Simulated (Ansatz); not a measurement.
# Bi2Se3 (R-3m), random displacements

Level of theory: Ansatz 0.2.0, DFT PBE, scalar-relativistic, plane waves, PAW. Cutoff 420 eV, Γ-centred 12×12×12 k-points, Gaussian smearing of 0.03 eV. Spin–orbit coupling is left out, which can shift energies with elements as heavy as these. No spin polarisation. Energies are free energies at this smearing, counted from the undisturbed cell; pressure is positive in compression.

The undisturbed cell (as given, not relaxed at this level):

```
Bi Se
1.0
     2.07150    1.19598    9.54533
    -2.07150    1.19598    9.54533
     0.00000   -2.39196    9.54533
Bi Se
2 3
Direct
  0.40080 0.40080 0.40080
  0.59920 0.59920 0.59920
  0.00000 0.00000 0.00000
  0.21170 0.21170 0.21170
  0.78830 0.78830 0.78830
```

The atoms are displaced (Å, in the unstrained cell):

```tsv
atom	ux	uy	uz
Bi1	-0.335	0.077	-0.155
Bi2	-0.240	-0.084	0.208
Se3	-0.109	-0.053	0.034
Se4	0.244	0.039	-0.177
Se5	0.439	0.020	0.091
```

Strain (Voigt, engineering shear): (0.0193, 0.0166, -0.0350, 0.0155, 0.0626, -0.0787).

(1) What are the energy change, the stress and the forces?

Answers

(1) ΔE = 334.0 meV/atom; stress (xx, yy, zz, yz, xz, xy; compression positive) (7.59, 3.17, 7.11, -5.09, -6.90, 5.11) GPa.
| atom | Fx (eV/Å) | Fy | Fz |
| --- | --- | --- | --- |
| Bi1 | 1.30 | 1.26 | -0.74 |
| Bi2 | 0.76 | 0.31 | -2.44 |
| Se3 | 0.14 | 0.27 | -0.13 |
| Se4 | -0.18 | -0.11 | 1.54 |
| Se5 | -2.01 | -1.72 | 1.78 |

Cost: 1 run of about 6.8 core-minutes, on Intel Xeon Platinum 8259CL (Skylake/Cascade Lake) (shared hosts).